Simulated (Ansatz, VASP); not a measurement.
**Two plane-wave programs on Ta2N**

```
CELL_PARAMETERS angstrom
3.03382 0.00000 0.00000
-1.51691 2.62737 0.00000
0.00000 0.00000 4.79488
ATOMIC_POSITIONS crystal
Ta 0.66667 0.33333 0.74336
Ta 0.33333 0.66667 0.25664
N 0.00000 0.00000 0.00000
```

Alike in both runs: task relaxation of shape and atoms at fixed volume; functional PBE; k mesh 18 × 18 × 10; occupations gaussian, width 0.1 eV; no spin polarisation.

|  | VASP | Ansatz |
| --- | --- | --- |
| version | VASP 6.6.1 | Ansatz 0.2.0 |
| potentials or method | VASP PAW PBE potentials, release 64 (Ta_pv, N) | scalar-relativistic, plane waves, PAW |
| plane-wave cutoff (eV) | 600 | 420 |
| valence electrons in the cell | 27 | 31 |

```csv
,VASP,Ansatz,Ansatz less VASP
"gap on the k mesh at the Fermi level, each at its own relaxed structure (eV)",none,none,-
relaxed volume (Å³/atom),12.74,12.74,0.000
relaxed cell length with the largest relative difference (Å),4.804,4.806,+0.0025
```

A gap of «none» marks a metal or a gap that the smearing closes. The two sets of potentials don't hold the same shells in valence.

The runs have no spin-orbit coupling, so splittings on Ta are missing.
